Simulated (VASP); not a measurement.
Level of theory: SCAN meta-GGA, VASP's PBE PAW potentials (set 64) (plane waves; VASP).

The input files of a VASP run:

**INCAR**
```
SYSTEM = Li2O
PREC = Accurate; ENCUT = 520; LREAL = .FALSE.
LASPH = .TRUE.
EDIFF = 1E-6; NELM = 100; ALGO = Normal
LMIXTAU = .TRUE.
ISMEAR = 0; SIGMA = 0.05
METAGGA = SCAN
IBRION = 2; NSW = 60; ISIF = 3
EDIFFG = -0.01
LWAVE = .FALSE.; LCHARG = .FALSE.
```

**POSCAR**
```
Li2O
1.0
  0.0000000000   2.3100000000   2.3100000000
  2.3100000000   0.0000000000   2.3100000000
  2.3100000000   2.3100000000   0.0000000000
Li O
2 1
Cartesian
  1.1550000000   1.1550000000   1.1550000000
  3.4650000000   3.4650000000   3.4650000000
  0.0000000000   0.0000000000   0.0000000000
```

File KPOINTS:
```
Automatic mesh
0
gamma
9 9 9
```

POTCAR, in this order: Li_sv O (PBE.64 set). Program: vasp_std.

The run wrote:

**OSZICAR**
```
       N       E                     dE             d eps       ncg     rms          rms(c)
DAV:   1     0.393749495272E+02    0.39375E+02   -0.65373E+03   700   0.133E+03
DAV:   2    -0.162136706268E+02   -0.55589E+02   -0.53401E+02   800   0.252E+02
DAV:   3    -0.217021640744E+02   -0.54885E+01   -0.54668E+01  1266   0.647E+01
DAV:   4    -0.217689144074E+02   -0.66750E-01   -0.66671E-01   924   0.865E+00
DAV:   5    -0.217696221665E+02   -0.70776E-03   -0.70769E-03  1084   0.587E-01    0.678E+00
DAV:   6    -0.169553488934E+02    0.48143E+01   -0.43039E+00   910   0.152E+01    0.195E+00
DAV:   7    -0.173815385254E+02   -0.42619E+00   -0.13736E+00   724   0.120E+01    0.226E+00
DAV:   8    -0.166500208927E+02    0.73152E+00   -0.24285E+00   886   0.122E+01    0.152E+00
DAV:   9    -0.173897835355E+02   -0.73976E+00   -0.46312E+00  1060   0.215E+01    0.397E+00
DAV:  10    -0.171667865674E+02    0.22300E+00   -0.14937E+00   754   0.110E+01    0.698E-01
DAV:  11    -0.171715759900E+02   -0.47894E-02   -0.38490E-02   952   0.189E+00    0.699E-01
DAV:  12    -0.171533173200E+02    0.18259E-01   -0.78366E-03   710   0.808E-01    0.767E-01
DAV:  13    -0.171516364000E+02    0.16809E-02   -0.14768E-02   772   0.126E+00    0.893E-01
DAV:  14    -0.171665215894E+02   -0.14885E-01   -0.20351E-02   798   0.122E+00    0.142E+00
DAV:  15    -0.171538140057E+02    0.12708E-01   -0.60624E-02   822   0.267E+00    0.100E+00
DAV:  16    -0.171475905167E+02    0.62235E-02   -0.26821E-01   706   0.400E+00    0.116E+00
DAV:  17    -0.171628382448E+02   -0.15248E-01   -0.32265E-02   700   0.206E+00    0.170E+00
DAV:  18    -0.171292929068E+02    0.33545E-01   -0.12258E-02   700   0.177E+00    0.162E+00
DAV:  19    -0.170605056078E+02    0.68787E-01   -0.54718E-02   708   0.355E+00    0.179E+00
DAV:  20    -0.170690227448E+02   -0.85171E-02   -0.21178E-03   822   0.651E-01    0.172E+00
DAV:  21    -0.171319888810E+02   -0.62966E-01   -0.56098E-02   700   0.348E+00    0.120E+00
DAV:  22    -0.171665483839E+02   -0.34560E-01   -0.17711E-01   746   0.526E+00    0.391E-01
DAV:  23    -0.171547768507E+02    0.11772E-01   -0.41835E-02   972   0.141E+00    0.390E-01
DAV:  24    -0.171531148000E+02    0.16621E-02   -0.62500E-03  1016   0.739E-01    0.184E-01
DAV:  25    -0.171534511990E+02   -0.33640E-03   -0.11785E-03   932   0.342E-01    0.981E-02
DAV:  26    -0.171539106712E+02   -0.45947E-03   -0.37789E-04   728   0.275E-01    0.642E-02
DAV:  27    -0.171551932934E+02   -0.12826E-02   -0.12930E-02   788   0.137E+00    0.578E-02
DAV:  28    -0.171568113731E+02   -0.16181E-02   -0.73772E-03   900   0.979E-01    0.660E-02
DAV:  29    -0.171568706579E+02   -0.59285E-04   -0.41734E-05   842   0.962E-02    0.764E-02
DAV:  30    -0.171568772473E+02   -0.65894E-05   -0.51211E-06  1088   0.237E-02    0.790E-02
DAV:  31    -0.171568766950E+02    0.55235E-06   -0.11005E-07   516   0.531E-03
   1 F= -.17156877E+02 E0= -.17156877E+02  d E =-.171569E+02
       N       E                     dE             d eps       ncg     rms          rms(c)
DAV:   1    -0.172574180640E+02   -0.10054E+00   -0.17252E+00   700   0.132E+01    0.228E+00
DAV:   2    -0.171711544929E+02    0.86264E-01   -0.49601E-01   700   0.618E+00    0.636E-01
DAV:   3    -0.171658056061E+02    0.53489E-02   -0.12442E-02  1004   0.130E+00    0.332E-01
DAV:   4    -0.171628432277E+02    0.29624E-02   -0.55635E-03   700   0.122E+00    0.100E-01
DAV:   5    -0.171626576867E+02    0.18554E-03   -0.74464E-03   700   0.140E+00    0.320E-02
DAV:   6    -0.171629215068E+02   -0.26382E-03   -0.16290E-03   708   0.667E-01    0.197E-02
DAV:   7    -0.171629215399E+02   -0.33062E-07   -0.30997E-05  1006   0.779E-02    0.168E-02
DAV:   8    -0.171628892465E+02    0.32293E-04   -0.73870E-06   770   0.336E-02    0.110E-02
DAV:   9    -0.171628144450E+02    0.74801E-04   -0.28104E-05   714   0.707E-02    0.234E-03
DAV:  10    -0.171628062450E+02    0.82000E-05   -0.85421E-06   772   0.422E-02    0.668E-03
DAV:  11    -0.171628200411E+02   -0.13796E-04   -0.22076E-06   762   0.189E-02    0.269E-03
DAV:  12    -0.171628343036E+02   -0.14262E-04   -0.12940E-06   896   0.112E-02    0.194E-03
DAV:  13    -0.171628325655E+02    0.17381E-05   -0.22424E-07   398   0.652E-03    0.140E-03
DAV:  14    -0.171628303241E+02    0.22414E-05   -0.51278E-08   380   0.265E-03    0.662E-04
DAV:  15    -0.171628286364E+02    0.16877E-05   -0.35357E-08   378   0.170E-03    0.524E-05
DAV:  16    -0.171628286197E+02    0.16737E-07   -0.12101E-08   374   0.107E-03
   2 F= -.17162829E+02 E0= -.17162829E+02  d E =-.595192E-02
       N       E                     dE             d eps       ncg     rms          rms(c)
DAV:   1    -0.171790961306E+02   -0.16267E-01   -0.29956E-01   700   0.538E+00    0.966E-01
DAV:   2    -0.171620545831E+02    0.17042E-01   -0.95560E-02   738   0.246E+00    0.290E-01
DAV:   3    -0.171623293438E+02   -0.27476E-03   -0.26836E-03   724   0.714E-01    0.175E-01
DAV:   4    -0.171614463400E+02    0.88300E-03   -0.31025E-03   700   0.798E-01    0.734E-02
DAV:   5    -0.171615273569E+02   -0.81017E-04   -0.41778E-03   700   0.965E-01    0.259E-02
DAV:   6    -0.171615954371E+02   -0.68080E-04   -0.47951E-04   700   0.392E-01    0.938E-03
DAV:   7    -0.171616035139E+02   -0.80767E-05   -0.12066E-05   946   0.374E-02    0.497E-03
DAV:   8    -0.171616183015E+02   -0.14788E-04   -0.32887E-06   988   0.197E-02    0.188E-03
DAV:   9    -0.171616393149E+02   -0.21013E-04   -0.16763E-06   778   0.207E-02    0.823E-04
DAV:  10    -0.171616357539E+02    0.35610E-05   -0.41037E-07   614   0.853E-03    0.753E-04
DAV:  11    -0.171616327510E+02    0.30030E-05   -0.50829E-08   366   0.281E-03    0.282E-04
DAV:  12    -0.171616307546E+02    0.19963E-05   -0.17825E-08   350   0.162E-03    0.285E-05
DAV:  13    -0.171616311278E+02   -0.37321E-06   -0.73875E-09   350   0.113E-03
   3 F= -.17161631E+02 E0= -.17161631E+02  d E =-.475443E-02
       N       E                     dE             d eps       ncg     rms          rms(c)
DAV:   1    -0.171777675591E+02   -0.16137E-01   -0.24212E-01   700   0.490E+00    0.866E-01
DAV:   2    -0.171647230037E+02    0.13045E-01   -0.83648E-02   814   0.228E+00    0.286E-01
DAV:   3    -0.171632772517E+02    0.14458E-02   -0.33678E-03   914   0.638E-01    0.153E-01
DAV:   4    -0.171630292303E+02    0.24802E-03   -0.11597E-03   700   0.558E-01    0.402E-02
DAV:   5    -0.171627605456E+02    0.26868E-03   -0.16710E-03   700   0.656E-01    0.161E-02
DAV:   6    -0.171629408503E+02   -0.18030E-03   -0.28739E-04   700   0.293E-01    0.712E-03
DAV:   7    -0.171629291714E+02    0.11679E-04   -0.35780E-06   818   0.276E-02    0.475E-03
DAV:   8    -0.171629015704E+02    0.27601E-04   -0.60225E-06   922   0.299E-02    0.323E-03
DAV:   9    -0.171628947306E+02    0.68398E-05   -0.49343E-06   702   0.348E-02    0.191E-03
DAV:  10    -0.171628982274E+02   -0.34968E-05   -0.14556E-07   446   0.572E-03    0.140E-03
DAV:  11    -0.171628996498E+02   -0.14223E-05   -0.93283E-08   366   0.407E-03    0.778E-04
DAV:  12    -0.171629054165E+02   -0.57667E-05   -0.15005E-07   358   0.420E-03    0.319E-04
DAV:  13    -0.171629049776E+02    0.43885E-06   -0.61307E-08   352   0.256E-03
   4 F= -.17162905E+02 E0= -.17162905E+02  d E =-.602828E-02
```

**OUTCAR**
```
------------------------ aborting loop because EDIFF is reached ----------------------------------------
  FORCE on cell =-STRESS in cart. coord.  units (eV):
  Direction    XX          YY          ZZ          XY          YZ          ZX
  --------------------------------------------------------------------------------------
  Total        0.0056266      0.0056266      0.0056266      0.0000000      0.0000000      0.0000000
  in kB        0.3788719      0.3788719      0.3788719      0.0000000      0.0000000      0.0000000
  external PRESSURE =       0.3788719 kB  Pullay stress =       0.0000000 kB
  volume of cell :       23.79
      direct lattice vectors                 reciprocal lattice vectors
    -0.000000000  2.282850931  2.282850931    -0.219024376  0.219024376  0.219024376
     2.282850931 -0.000000000  2.282850931     0.219024376 -0.219024376  0.219024376
     2.282850931  2.282850931  0.000000000     0.219024376  0.219024376 -0.219024376
 POSITION                                       TOTAL-FORCE (eV/Angst)
 -----------------------------------------------------------------------------------
      1.14143      1.14143      1.14143        -0.000000     -0.000000     -0.000000
      3.42428      3.42428      3.42428         0.000000      0.000000      0.000000
      2.28285      4.56570      2.28285        -0.000000      0.000000      0.000000
 -----------------------------------------------------------------------------------
    total drift:                               -0.000000     -0.000000      0.000000
  FREE ENERGIE OF THE ION-ELECTRON SYSTEM (eV)
  ---------------------------------------------------
  free  energy   TOTEN  =       -17.1629049776 eV

  energy  without entropy=      -17.1629049776  energy(sigma->0) =      -17.16290498

 reached required accuracy - stopping structural energy minimisation
```
(Selected blocks of OUTCAR.)

### CONTCAR
```
Li2O
   1.00000000000000
    -0.0000000000000000    2.2828509307433791    2.2828509307433791
     2.2828509307433791   -0.0000000000000000    2.2828509307433791
     2.2828509307433791    2.2828509307433791    0.0000000000000000
  Li              O
     2     1
Direct
     0.2500000000000000    0.2500000000000000    0.2500000000000000
     0.7500000000000000    0.7500000000000000    0.7500000000000000
     1.0000000000000000    0.0000000000000000    1.0000000000000000
```

Energy and stress use the plane-wave basis of the starting cell.

The compound is Li2O in the antifluorite structure. This run relaxes it. Symmetry was kept, so distortions that lower it aren't found.
